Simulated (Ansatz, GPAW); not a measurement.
Given: the input of a run of GPAW 26.7.0 (ASE script) on CoO. 

The input run.py:

```python
from ase import Atoms
from ase.dft.bandgap import bandgap
from ase.io import write
from ase.units import GPa
from gpaw import GPAW, PW

atoms = Atoms(['Co', 'O'],
              cell=[[-1.508, 1.508, 2.1072475377],
                    [1.508, -1.508, 2.1072475377],
                    [1.508, 1.508, -2.1072475377]],
              scaled_positions=[[0.0, 0.0, 0.0],
                                [0.5, 0.5, 0.0]],
              pbc=True)
atoms.set_initial_magnetic_moments([2.0, 0.0])

calc = GPAW(mode=PW(800),
            xc='PBE',
            kpts={'size': (12, 12, 12), 'gamma': True},
            occupations={'name': 'methfessel-paxton', 'order': 0, 'width': 0.02},
            nbands=17,
            convergence={'density': 1e-05, 'energy': 1e-05},
            maxiter=150,
            txt='gpaw.txt')
atoms.calc = calc
energy = atoms.get_potential_energy()
forces = atoms.get_forces()
stress = atoms.get_stress()
calc.write('gs.gpw')
write('result.traj', atoms)
print(f'Energy: {energy:.6f} eV')
print('Forces (eV/A):')
print(forces.round(4))
print('Stress (GPa):', (stress / GPa).round(3))
print('Moments:', calc.get_magnetic_moments().round(3))
print('Fermi level:', round(calc.get_fermi_level(), 4), 'eV')
print(f'Gap: {bandgap(calc)[0]:.4f} eV, direct: {bandgap(calc, direct=True)[0]:.4f} eV')
```

Potentials or basis: GPAW PAW data sets (gpaw-data 1.2.1), pw.

The run is started by

```sh
$ OMP_NUM_THREADS=1 python run.py
```

Problem. Set up the same calculation for Ansatz 0.2.0. Potentials or basis there: all-electron LAPW, scalar-relativistic.

Solution. As run (cutoffs and basis follow the program's own potentials, and thresholds, step limits or extra output files can differ):

The input input.yaml:

```yaml
crystal:
  lattice:
    - [-1.508, 1.508, 2.1072475377]
    - [1.508, -1.508, 2.1072475377]
    - [1.508, 1.508, -2.1072475377]
  atoms:
    - { symbol: Co, position: [0.0, 0.0, 0.0], spin: 2.0 }
    - { symbol: O, position: [0.5, 0.5, 0.0] }
kpoints:
  mp_grid: { grid: [12, 12, 12] }
scf:
  occupations: { method: gaussian, width: 0.02 }
hamiltonian:
  xc: pbe
  pseudopotentials: { kind: all_electron, lapw: { basis_error: 0.001 } }
magnetization:
  spin_polarized: true
output:
  forces: true
  stress: true
  eigenvalues: true
```

Potentials or basis: all-electron LAPW, scalar-relativistic.

Run with:

```console
$ ansatz run input.yaml --threads 2 --pin off --max-ram 6144MiB --backend cpu --events-out ev --progress --plain --runs-dir out
```

Both were run:

|  | GPAW | Ansatz |
| --- | --- | --- |
| Pressure | 0.6 GPa | 0.0 GPa |
| Net moment | 2.95 μB per cell | 2.94 μB per cell |

Where Ansatz's input types no cutoff or centring, it takes its own default and a Γ-centred mesh.

The magnetic state is the one that the start led to; the real crystal's order can differ.

Pressure is positive in compression.
